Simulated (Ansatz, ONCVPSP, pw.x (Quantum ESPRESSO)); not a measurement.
# Equation-of-state test of one ONCV potential (Li)

```
Element                 : lithium (Li)
Generator               : ONCVPSP 4.0.1
Type                    : optimised norm-conserving Vanderbilt (ONCV)
Functional              : PBEsol
Relativity              : scalar-relativistic
Frozen core             : none
Valence charge          : 3
Reference configuration : 1s2 2s1
Partial waves           : 1s+2s: rc 1.15 bohr, ncon 4, nbas 7, qcut 9.4 1/bohr, 2 projectors; p scattering state at 0.19 Ha: rc 1.05 bohr, ncon 5, nbas 9, qcut 8 1/bohr, 2 projectors, debl 3 Ha; d scattering state at 0.12 Ha: rc 0.90 bohr, ncon 5, nbas 9, qcut 10.1 1/bohr, 2 projectors, debl 0.4 Ha
Local potential         : polynomial inside 0.65 bohr (lpopt 5, dvloc0 0 Ha)
Core correction         : none
```

Crystal test: bcc Li in pw.x 7.5, no spin, 13³ k-points, Fermi–Dirac smearing 0.01 Ry, cutoffs 100/400 Ry. The reference is all-electron LAPW (Ansatz 0.2.0) with the same functional, mesh and smearing; V0 and B0 come from Birch–Murnaghan fits to the pressures at five volumes. Errors are pseudo minus all-electron; Δ is the rms difference of the E(V) curves that follow from these fits, minima aligned, over ±6 % about the mean V0. Mesh and smearing are coarse, so the numbers serve the comparison and aren't converged zero-temperature values; the lattice is a test structure that the element need not adopt.

```csv
V (Å³/atom),P all-electron (GPa),P pseudo (GPa)
19.330,0.69,0.70
19.838,0.30,0.31
20.347,-0.06,-0.05
20.856,-0.37,-0.37
21.364,-0.66,-0.65
```

All-electron: a0 = 3.435 Å (V0 = 20.26 Å³/atom), B0 = 13.6 GPa.

Pseudopotential: mean pressure error (GPa): +0.01; a0 (Å): 3.436; a0 error (%): +0.02; B0 error (%): +0.0; Δ (meV/atom): 0.0.

Task: At the middle volume, how do free energy and pressure move when the wave cutoff is lowered (ecutrho kept at four times it)?

Result:

| cutoff (Ry) | shift of F (meV/atom) | shift of P (GPa) |
| --- | --- | --- |
| 45 | +2008.7 | -51.66 |
| 60 | +318.5 | -13.85 |
| 80 | +9.4 | -0.92 |

Input at the middle volume:

```
&control
  calculation='scf', prefix='x', pseudo_dir='./', outdir='./tmp', tstress=.true., disk_io='low'
/
&system
  ibrav=0, nat=1, ntyp=1, ecutwfc=100, ecutrho=400, nbnd=8,
  occupations='smearing', smearing='fd', degauss=0.01
/
&electrons
  conv_thr=1e-09, mixing_beta=0.4, electron_maxstep=70
/
ATOMIC_SPECIES
Li 1.0 Li.UPF
CELL_PARAMETERS angstrom
  -1.71980866 1.71980866 1.71980866
  1.71980866 -1.71980866 1.71980866
  1.71980866 1.71980866 -1.71980866
ATOMIC_POSITIONS crystal
Li 0.0000 0.0000 0.0000
K_POINTS automatic
13 13 13 0 0 0
```

```bash
pw.x < Li.scf.in > Li.scf.out
```

Lines of the output:

```
Message from routine setup:
     using ibrav=0 with symmetry is DISCOURAGED, use correct ibrav instead
     lattice parameter (alat)  =       5.6291  a.u.
     unit-cell volume          =     137.3084 (a.u.)^3
     number of electrons       =         3.00
     number of Kohn-Sham states=            8
     kinetic-energy cutoff     =     100.0000  Ry
     charge density cutoff     =     400.0000  Ry
     scf convergence threshold =      1.0E-09
     Exchange-correlation= PBESOL
     number of k points=    84  Fermi-Dirac smearing, width (Ry)=  0.0100
     iteration #  1     ecut=   100.00 Ry     beta= 0.40
     total energy              =     -14.53328251 Ry
     estimated scf accuracy    <       0.00031786 Ry
     iteration #  2     ecut=   100.00 Ry     beta= 0.40
     total energy              =     -14.53323797 Ry
     estimated scf accuracy    <       0.00009993 Ry
     iteration #  3     ecut=   100.00 Ry     beta= 0.40
     total energy              =     -14.53324481 Ry
     estimated scf accuracy    <       0.00000112 Ry
     iteration #  4     ecut=   100.00 Ry     beta= 0.40
     total energy              =     -14.53324489 Ry
     estimated scf accuracy    <          5.5E-09 Ry
     iteration #  5     ecut=   100.00 Ry     beta= 0.40
     the Fermi energy is     0.9342 ev
!    total energy              =     -14.53324489 Ry
     estimated scf accuracy    <          9.3E-10 Ry
     smearing contrib. (-TS)   =      -0.00210291 Ry
     The total energy is F=E-TS. E is the sum of the following terms:
     one-electron contribution =      -9.96276876 Ry
     hartree contribution      =       3.83087824 Ry
     xc contribution           =      -3.36026221 Ry
     ewald contribution        =      -5.03898924 Ry
     convergence has been achieved in   5 iterations
          total   stress  (Ry/bohr**3)                   (kbar)     P=       -0.48
```

The run at the middle volume (84 k-points, 5 iterations) took about 8.2 s on one core of a shared host (Intel(R) Xeon(R) 6975P-C, 192 threads, 1512 GiB, load 50).
